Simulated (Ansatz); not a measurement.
# Si (fcc type): how the settings move a single-point run

Question: which choices in the input matter for Si (fcc type)?

Computed with Ansatz 0.2.0 (reference: DFT, LDA, all-electron LAPW, scalar-relativistic, unless a step's input says otherwise).

1 further run of the same task is left out (it didn't finish). Runs told in other sessions of the task aren't counted.

### 1 The structure to begin with

Symmetry: Fm-3m, No. 225, cubic system. Conventional cell: a = 3.035 Å, b = 3.035 Å, c = 3.035 Å, α = 90.00°, β = 90.00°, γ = 90.00°. Around Si (site symmetry m-3m) lie 12 Si at 2.15 Å.

As a file:

```cif
data_structure
_symmetry_space_group_name_H-M 'P 1'
_symmetry_Int_Tables_number 1
_cell_length_a 2.1460
_cell_length_b 2.1460
_cell_length_c 2.1460
_cell_angle_alpha 60.000
_cell_angle_beta 60.000
_cell_angle_gamma 60.000
_cell_volume 6.99
loop_
_atom_site_label
_atom_site_type_symbol
_atom_site_fract_x
_atom_site_fract_y
_atom_site_fract_z
_atom_site_occupancy
Si1 Si 0.00000 0.00000 0.00000 1
```

### 2 The reference run

The input, input.yaml:

```yaml
crystal:
  lattice:
    - [0.0, 1.5174600798, 1.5174600798]
    - [1.5174600798, 0.0, 1.5174600798]
    - [1.5174600798, 1.5174600798, 0.0]
  atoms:
    - { symbol: Si, position: [0.0, 0.0, 0.0] }
kpoints:
  mp_grid: { grid: [18, 18, 18] }
scf:
  occupations: { method: fermi_dirac, width: 0.08 }
hamiltonian:
  xc: lda
  pseudopotentials: { kind: all_electron, lapw: { basis_error: 0.001 } }
output:
  forces: true
  stress: true
  eigenvalues: true
  populations: true
```

The run is started by

```console
ansatz run input.yaml --threads 1 --pin off --max-ram 2048MiB --backend cpu --events-out ev --progress --plain --runs-dir out
```

### 3 Changed: occupations.width 0.005, xc_grid 1

Edit input.yaml of step 2 so:

```diff
@@ -10,3 +10,3 @@
 scf:
-  occupations: { method: fermi_dirac, width: 0.08 }
+  occupations: { method: fermi_dirac, width: 0.005 }
 hamiltonian:
@@ -19 +19,3 @@
   populations: true
+basis:
+  xc_grid: 1
```

**Question.** What will these runs give? Wanted: for each run, ending; energy change; pressure; gap; force.

**Answer**, as computed:

| run | ending | energy change | pressure (GPa) | gap (eV) | force (eV/Å) | cycles | time |
| --- | --- | --- | --- | --- | --- | --- | --- |
| reference | converged | 0 | 284.7 | 0.00 | 0.00 | 5 | 4 s |
| 1: occupations.width 0.005, xc_grid 1 | converged | +0.6 meV/atom (σ→0) | 284.8 | 0.00 | 0.00 | 5 | 3.3 s |

Residual by cycle in the longest SCF loop of each run; runs are numbered as in the table. The quantity is the density residual dr2, in eV.

| cycle | reference | run 1 |
| --- | --- | --- |
| 1 | 0.0304 | 0.0307 |
| 2 | 0.00681 | 0.00685 |
| 3 | 8.8e-6 | 7.3e-6 |
| 4 | 2.1e-7 | 1.8e-7 |
| 5 | 2.3e-10 | 3.0e-10 |

Changing the smearing and numerical grids moves the energy by +0.6 meV/atom (σ→0 values). The structure is not at rest: the sound run finds 285 GPa, so these are no properties of the relaxed crystal. 
